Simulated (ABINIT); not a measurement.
The system is PbSe (Clausthalite).

```
CELL_PARAMETERS angstrom
0.00000 3.06065 3.06065
3.06065 0.00000 3.06065
3.06065 3.06065 0.00000
ATOMIC_POSITIONS crystal
Pb 0.00000 0.00000 0.00000
Se 0.50000 0.50000 0.50000
```

| Quantity | Value |
| --- | --- |
| Program | ABINIT 10.8.3 (patched build) |
| Task | relaxation of cell and atoms |
| Functional | PBE |
| Potentials or basis | PseudoDojo NC SR PBE v0.4.1 standard |
| Cutoff | 1061 eV |
| k mesh | 6 × 6 × 6 |
| Occupations | fermi-dirac, width 0.05 eV |
| Spin | no spin polarisation |

At the start: pressure 2.4 GPa; volume 28.67 Å³/atom.

Q: Where does the relaxation end?

A: Over 4 steps the energy falls by 9.6 meV/atom and the volume is 30.01 Å³/atom (+4.7 %); space group Fm-3m (No. 225, to 0.05 Å).

The path:
```
step  energy change (eV)  largest force (eV/Å)  pressure (GPa)  volume (Å³)
   1              0.0000                0.0000            2.37        57.34
   2             -0.0056                0.0000            1.97        57.76
   3             -0.0192                0.0000            0.07        59.94
   4             -0.0192                0.0000            0.01        60.02
```

Final structure:
```cif
data_structure
_symmetry_space_group_name_H-M 'P 1'
_symmetry_Int_Tables_number 1
_cell_length_a 4.3947
_cell_length_b 4.3947
_cell_length_c 4.3947
_cell_angle_alpha 60.000
_cell_angle_beta 60.000
_cell_angle_gamma 60.000
_cell_volume 60.02
loop_
_atom_site_label
_atom_site_type_symbol
_atom_site_fract_x
_atom_site_fract_y
_atom_site_fract_z
_atom_site_occupancy
Pb1 Pb 0.00000 0.00000 0.00000 1
Se1 Se 0.50000 0.50000 0.50000 1
```

The cell as given is a measured one (28.67 Å³/atom); PBE puts the equilibrium volume +4.7 % from it, thermal expansion not counted.
